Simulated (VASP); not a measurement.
Set up this calculation in VASP 6.6.1, as the native input.

| Quantity | Value |
| --- | --- |
| Task | relaxation of cell and atoms |
| Functional | PBE |
| Potentials or basis | VASP PAW PBE potentials, release 64 (Co, O) |
| Cutoff | 600 eV |
| k mesh | 8 × 8 × 7 |
| Occupations | fermi-dirac, width 0.05 eV |
| Spin | collinear spin, ferromagnetic start |
| Starting moments | [2.0, 0.0] μB |
| Further INCAR settings | ALGO = Normal; EDIFF = 1e-06; IBRION = 2; EDIFFG = -0.02; NSW = 60; ISIF = 3 |

The structure of CoO lies in POSCAR:

```
CoO
1.0
    2.8284500000      0.0000000000      0.0000000000
   -1.4142300000      2.4495100000      0.0000000000
    0.0000000000      0.0000000000      2.7217200000
Co O
1 1
Direct
    0.0000000000      0.0000000000      0.5000000000
    0.6666700000      0.3333300000      0.0000000000
```

The cell was built by a generator and needn't be a form met in nature.

The input as run:

INCAR

```
PREC = Accurate
ENCUT = 600
EDIFF = 1E-6
ISMEAR = -1
SIGMA = 0.05
LREAL = F
LASPH = T
NELM = 150
ALGO = Normal
ISIF = 3
LWAVE = F
LCHARG = F
ISPIN = 2
MAGMOM = 2 0
LORBIT = 11
LMAXMIX = 4
GGA = PE
IBRION = 2
NSW = 60
EDIFFG = -0.02
```

KPOINTS

```
regular mesh
0
Gamma
  8 8 7
```

Potentials or basis: VASP PAW PBE potentials, release 64 (Co, O).

Launch:

```bash
$ cat potpaw_PBE.64/Co/POTCAR potpaw_PBE.64/O/POTCAR > POTCAR
$ mpirun -np 1 vasp_std > vasp.out
```

Results of the run:

| Item | Value |
| --- | --- |
| Relaxed volume | 9.40 Å³/atom |
| Relaxed cell | a = 2.827 Å, b = 2.827 Å, c = 2.716 Å, α = 90.00°, β = 90.00°, γ = 120.00° |
| Space group after relaxing (to 0.05 Å) | P-6m2 (No. 187) |
| Energy gained by relaxing | 0.1 meV/atom |
| Ionic steps | 3 |
| Pressure after relaxing | 0.1 GPa |
| Band gap on the k mesh | none (metal or under the smearing width) |
| Net moment | 3.00 μB per cell |
| Site moments | Co +2.55; O +0.41 μB |
| Valence electrons inside the program's atomic spheres | Co 7.85; O 4.97 |

Caveat: a cell with one magnetic atom can't hold antiferromagnetic order, which such compounds often take; semilocal functionals often make such compounds metallic where correlation or magnetic order opens a gap, which also shifts bond lengths.

Wall time 54 s on 1 thread of Intel(R) Xeon(R) Platinum 8488C (Sapphire Rapids) (shared host), peak memory 0.18 GiB.
